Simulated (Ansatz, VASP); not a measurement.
CdS: VASP beside Ansatz

```
Cd S
1.0
     3.94015    0.00000   -0.00476
     0.00000    5.49529    0.00000
    -0.00476    0.00000    3.95038
Cd S
2 2
Direct
  0.51262 0.50000 0.24071
  0.98738 0.00000 0.75929
  0.42183 0.00000 0.21100
  0.07817 0.50000 0.78900
```

Alike in both runs: task single point; functional PBE; k mesh 10 × 8 × 10; occupations gaussian, width 0.05 eV; no spin polarisation.

```csv
,VASP,Ansatz
version,VASP 6.6.1,Ansatz 0.2.0
potentials or method,"VASP PAW PBE potentials, release 64 (Cd, S)","scalar-relativistic, plane waves, PAW"
plane-wave cutoff (eV),520,420
valence electrons in the cell,36,52
```

```tsv
	VASP	Ansatz	Ansatz less VASP
gap on the k mesh at the Fermi level (eV)	0.06	0.08	+0.015
least direct gap on the mesh (eV)	1.02	1.05	+0.025
pressure (GPa)	1.2	0.9	-0.39
largest component of the traceless stress (GPa)	4.56	4.44	-0.123
rms of the force components (eV/Å)	0.702	0.679	-0.0237
```

Atom by atom the forces differ by 0.026 eV/Å (rms over components). With one functional, cell and mesh, what is left measures potentials, basis and numerics. The two sets of potentials don't hold the same shells in valence.

Caveats: forces of over 1 eV/Å show positions far from the minimum, so gaps and moduli don't describe the material at rest.
